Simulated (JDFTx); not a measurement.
# SiC (P6_3mc) in JDFTx: relaxation of cell and atoms with PBE+D2

Aim: the relaxation of cell and atoms of SiC with PBE+D2.

Program: JDFTx 1.7.0 (patched build). These are calculated values, not measurements. Logs are shortened: lines on timing, memory, paths and dates and some standing lists are left out, and cuts for length are marked. The log counts tension as positive stress, the text compression.

## (1) The crystal as given

The structure is hexagonal, space group P6_3mc (No. 186). Conventional cell: a = 3.076 Å, b = 3.076 Å, c = 10.071 Å, α = 90.00°, β = 90.00°, γ = 120.00°. Si (site symmetry 3m) is surrounded by 4 C at 1.88 to 1.89 Å. Si (site symmetry 3m) has 4 C at 1.88 to 1.89 Å as nearest neighbours. C (site symmetry 3m) has 4 Si at 1.88 to 1.89 Å as nearest neighbours. C (site symmetry 3m) is surrounded by 4 Si at 1.88 to 1.89 Å.

The cell is a database's computed one.

## (2) Relaxation of cell and atoms, PBE+D2

Input file SiC.in:

```
lattice \
    3.0756941497    -1.5378470748     0.0000000000 \
    0.0000000000     2.6636292679     0.0000000000 \
    0.0000000000     0.0000000000    10.0706464800
latt-scale 1.889726124626 1.889726124626 1.889726124626
coords-type Lattice
ion Si     0.0000000000     0.0000000000     0.1878943800 1
ion Si     0.0000000000     0.0000000000     0.6878943800 1
ion Si     0.3333333333     0.6666666667     0.4378419800 1
ion Si     0.6666666667     0.3333333333     0.9378419800 1
ion C      0.0000000000     0.0000000000     0.0004600500 1
ion C      0.0000000000     0.0000000000     0.5004600500 1
ion C      0.3333333333     0.6666666667     0.2498025900 1
ion C      0.6666666667     0.3333333333     0.7498025900 1

ion-species pseudo/Si.upf
ion-species pseudo/C.upf
elec-cutoff 41 328
elec-ex-corr gga-PBE
van-der-waals
kpoint-folding 8 8 2
elec-smearing Fermi 0.0018374661
elec-n-bands 23
electronic-SCF nIterations 100 energyDiffThreshold 1e-09
electronic-minimize nIterations 30 energyDiffThreshold 1e-7
forces-output-coords Cartesian
lattice-minimize nIterations 40 energyDiffThreshold 1e-6

dump-name run.$VAR
dump End Ecomponents EigStats BandEigs Kpoints Forces Stress ElecDensity Dtot KEdensity
```

Potentials or basis: PseudoDojo-SR-PBE-0.5-standard.

Command:

```sh
jdftx -c 1 -i SiC.in -o SiC.out
```

Log:

```text
*************** JDFTx 1.7.0 (patched build) ***************

Input parsed successfully to the following command list (including defaults):
[... the input with its defaults ...]

---------- Setting up symmetries ----------

Found 24 point-group symmetries of the bravais lattice
Found 12 space-group symmetries with basis
Applied RMS atom displacement 2.37283e-10 bohrs to make symmetries exact.

---------- Initializing the Grid ----------
R =
[      5.81222     -2.90611            0  ]
[            0      5.03353            0  ]
[            0            0      19.0308  ]
unit cell volume = 556.764
G =
[    1.08103   0.624133         -0  ]
[          0    1.24827          0  ]
[          0         -0   0.330159  ]
Minimum fftbox size, Smin = [  48  48  156  ]
Chosen fftbox size, S = [  48  48  160  ]

---------- Initializing tighter grid for wavefunction operations ----------
R =
[      5.81222     -2.90611            0  ]
[            0      5.03353            0  ]
[            0            0      19.0308  ]
unit cell volume = 556.764
G =
[    1.08103   0.624133         -0  ]
[          0    1.24827          0  ]
[          0         -0   0.330159  ]
Minimum fftbox size, Smin = [  36  36  112  ]
Chosen fftbox size, S = [  36  36  112  ]

---------- Exchange Correlation functional ----------
Initalized PBE GGA exchange.
Initalized PBE GGA correlation.

---------- Setting up pseudopotentials ----------
Width of ionic core gaussian charges (only for fluid interactions / plotting) set to 0

Reading pseudopotential file 'pseudo/Si.upf':
  'Si' pseudopotential, 'PBE' functional
  Generated using ONCVPSP code by D. R. Hamann
  4 valence electrons, 2 orbitals, 6 projectors, 1001 radial grid points, with lMax = 2
    3S    l: 0   occupation:  2.0   eigenvalue: -0.397365
    3P    l: 1   occupation:  2.0   eigenvalue: -0.149981
  Core radius for overlap checks: 1.86 bohrs.

Reading pseudopotential file 'pseudo/C.upf':
  'C' pseudopotential, 'PBE' functional
  Generated using ONCVPSP code by D. R. Hamann
  4 valence electrons, 2 orbitals, 4 projectors, 1001 radial grid points, with lMax = 1
    2S    l: 0   occupation:  2.0   eigenvalue: -0.505335
    2P    l: 1   occupation:  2.0   eigenvalue: -0.194238
  Core radius for overlap checks: 1.21 bohrs.

Initialized 2 species with 8 total atoms.

Folded 1 k-points by 8x8x2 to 128 k-points.

---------- Setting up k-points, bands, fillings ----------
Reduced to 20 k-points under symmetry.
Computing the number of bands and number of electrons
Calculating initial fillings.
nElectrons:  32.000000   nBands: 23   nStates: 20

----- Setting up reduced wavefunction bases (one per k-point) -----
average nbasis = 6982.180 , ideal nbasis = 6981.370

Initializing DFT-D2 calculator:
	Si:  C6:  160.10 Eh-a0^6  R0: 3.243 a0
	 C:  C6:   30.35 Eh-a0^6  R0: 2.744 a0

---------- Setting up ewald sum ----------
Optimum gaussian width for ewald sums = 2.320698 bohr.
Real space sum over 1183 unit cells with max indices [  6  6  3  ]
Reciprocal space sum over 3509 terms with max indices [  5  5  14  ]

---------- Allocating electronic variables ----------
Initializing wave functions:  linear combination of atomic orbitals
Si pseudo-atom occupations:   s ( 2 )  p ( 2 )
C pseudo-atom occupations:   s ( 2 )  p ( 2 )
	FillingsUpdate:  mu: +0.526299295  nElectrons: 32.000000
LCAOMinimize: Iter:   0  F: -38.1655778104279406  |grad|_K:  8.665e-03  alpha:  1.000e+00
	FillingsUpdate:  mu: +0.483618386  nElectrons: 32.000000
LCAOMinimize: Iter:   1  F: -38.5351628687672303  |grad|_K:  2.024e-04  alpha:  4.287e-01  linmin: -6.433e-01  cgtest:  9.214e-01
LCAOMinimize: Encountered beta<0, resetting CG.
[... 5 lines of inner loops ...]
LCAOMinimize: Iter:   4  F: -38.5353804870419623  |grad|_K:  6.235e-07  alpha:  4.999e-01  linmin: -4.719e-06  cgtest:  1.159e-03
	FillingsUpdate:  mu: +0.483208032  nElectrons: 32.000000
LCAOMinimize: Iter:   5  F: -38.5353804892272365  |grad|_K:  9.763e-08  alpha:  5.162e-01  linmin:  1.737e-04  cgtest: -7.657e-04
LCAOMinimize: Converged (|Delta F|<1.000000e-06 for 2 iters).

--------- Lattice Minimization ---------

-------- Electronic minimization -----------
Will mix electronic density at each iteration.
	FillingsUpdate:  mu: +0.483208032  nElectrons: 32.000000
	FillingsUpdate:  mu: +0.394092025  nElectrons: 32.000000
SCF: Cycle:  0   F: -38.868582040595058   dF: -3.332e-01   |Residual|: 1.216e-01   |deigs|: 5.799e-02
	FillingsUpdate:  mu: +0.391716730  nElectrons: 32.000000
SCF: Cycle:  1   F: -38.877576511156747   dF: -8.994e-03   |Residual|: 6.616e-02   |deigs|: 5.022e-03
	FillingsUpdate:  mu: +0.392495558  nElectrons: 32.000000
SCF: Cycle:  2   F: -38.878419459290150   dF: -8.429e-04   |Residual|: 1.108e-02   |deigs|: 1.838e-03
	FillingsUpdate:  mu: +0.393704014  nElectrons: 32.000000
SCF: Cycle:  3   F: -38.878597502014529   dF: -1.780e-04   |Residual|: 5.665e-03   |deigs|: 1.314e-03
	FillingsUpdate:  mu: +0.393749256  nElectrons: 32.000000
SCF: Cycle:  4   F: -38.878615409985557   dF: -1.791e-05   |Residual|: 1.341e-03   |deigs|: 3.162e-04
	FillingsUpdate:  mu: +0.393742652  nElectrons: 32.000000
SCF: Cycle:  5   F: -38.878618335749806   dF: -2.926e-06   |Residual|: 8.954e-04   |deigs|: 1.708e-04
	FillingsUpdate:  mu: +0.393807639  nElectrons: 32.000000
[... 61 lines left out ...]
# Energy components:
   Eewald =      -41.8766357495740920
       EH =        4.6942048824926674
     Eloc =      -13.4027897389875719
      Enl =        1.0374512044620536
     EvdW =       -0.0715799294535747
      Exc =      -15.1272694553110725
 Exc_core =        2.2729986081420854
       KE =       23.5949991563475443
-------------------------------------
     Etot =      -38.8786210218819548
       TS =        0.0000000000008561
-------------------------------------
        F =      -38.8786210218828074

LatticeMinimize: Iter:   0  F: -38.878621021882807  |grad|_K:  2.453e-03

#--- Lowdin population analysis ---
# oxidation-state Si +1.103 +1.103 +1.089 +1.089
# oxidation-state C -1.017 -1.017 -1.029 -1.029

-------- Electronic minimization -----------
Will mix electronic density at each iteration.
	FillingsUpdate:  mu: +0.393811960  nElectrons: 32.000000
	FillingsUpdate:  mu: +0.393692184  nElectrons: 32.000000
SCF: Cycle:  0   F: -38.878625809133268   dF: -5.418e-07   |Residual|: 3.396e-04   |deigs|: 5.234e-05
	FillingsUpdate:  mu: +0.393689052  nElectrons: 32.000000
SCF: Cycle:  1   F: -38.878626162249851   dF: -3.531e-07   |Residual|: 1.452e-04   |deigs|: 4.767e-05
	FillingsUpdate:  mu: +0.393686538  nElectrons: 32.000000
SCF: Cycle:  2   F: -38.878626249058975   dF: -8.681e-08   |Residual|: 6.764e-05   |deigs|: 5.255e-05
	FillingsUpdate:  mu: +0.393687838  nElectrons: 32.000000
SCF: Cycle:  3   F: -38.878626254279936   dF: -5.221e-09   |Residual|: 3.133e-05   |deigs|: 5.058e-05
	FillingsUpdate:  mu: +0.393688385  nElectrons: 32.000000
[... 352 lines left out ...]
   Eewald =      -41.8565868983769178
       EH =        4.6958406241724964
     Eloc =      -13.4159268793718613
      Enl =        1.0384958374380611
     EvdW =       -0.0715024795434713
      Exc =      -15.1227702556838395
 Exc_core =        2.2729985002598005
       KE =       23.5808161901771669
-------------------------------------
     Etot =      -38.8786353609285626
       TS =        0.0000000000009386
-------------------------------------
        F =      -38.8786353609295006

LatticeMinimize: Iter:   5  F: -38.878635360929501  |grad|_K:  5.382e-05  alpha:  1.000e+00  linmin: -1.152e-02
LatticeMinimize: Converged (|Delta F|<1.000000e-06 for 2 iters).

#--- Lowdin population analysis ---
# oxidation-state Si +1.102 +1.102 +1.088 +1.088
# oxidation-state C -1.016 -1.016 -1.027 -1.027

Dumping 'run.eigStats' ...
	eMin: -0.217373 at state 0 ( [ +0.000000 +0.000000 +0.000000 ] spin 0 )
	HOMO: +0.352506 at state 0 ( [ +0.000000 +0.000000 +0.000000 ] spin 0 )
	mu  : +0.393126
	LUMO: +0.434004 at state 8 ( [ +0.000000 +0.500000 +0.000000 ] spin 0 )
	eMax: +0.668940 at state 18 ( [ +0.250000 +0.375000 +0.000000 ] spin 0 )
	HOMO-LUMO gap: +0.081498
	Optical gap  : +0.122923 at state 8 ( [ +0.000000 +0.500000 +0.000000 ] spin 0 )
Done!
[note: mu as printed may lie anywhere between the filled and the empty levels]
```

Wall time 5 min (1 thread of AMD EPYC 9R14 (Zen 4), shared host); peak memory 0.38 GiB.

What came out:

| Quantity | Value |
| --- | --- |
| Free energy | -1057.9416 eV |
| Relaxed volume | 10.33 Å³/atom |
| Relaxed cell | a = 3.076 Å, b = 3.076 Å, c = 10.084 Å, α = 90.00°, β = 90.00°, γ = 120.00° |
| Space group after relaxing (to 0.05 Å) | P6_3mc (No. 186) |
| Energy gained by relaxing | 0.0 meV/atom |
| Ionic steps | 6 |
| Pressure after relaxing | 0.0 GPa |
| Band gap on the k mesh | 2.22 eV, indirect (least direct gap 3.34 eV) |
| Loewdin charges | Si +1.10, +1.09; C -1.02, -1.03 e |

Step by step:
```csv
step,energy change (eV),largest force (eV/Å),pressure (GPa),volume (Å³)
1,0.0000,0.0504,0.33,82.50
2,-0.0001,0.0324,0.27,82.53
3,-0.0003,0.0089,0.09,82.59
4,-0.0004,0.0053,0.02,82.62
5,-0.0004,0.0022,0.01,82.62
6,-0.0004,0.0012,0.00,82.62
```

Final structure:
```
Si C
1.0
     3.07594    0.00000    0.00000
    -1.53797    2.66384    0.00000
     0.00000    0.00000   10.08379
Si C
4 4
Direct
  0.00000 0.00000 0.18773
  0.00000 0.00000 0.68773
  0.33333 0.66667 0.43780
  0.66667 0.33333 0.93780
  0.00000 0.00000 0.00062
  0.00000 0.00000 0.50062
  0.33333 0.66667 0.24985
  0.66667 0.33333 0.74985
```

A k mesh can miss the band edges. PBE gaps usually lie below the measured ones, often by a third to a half.
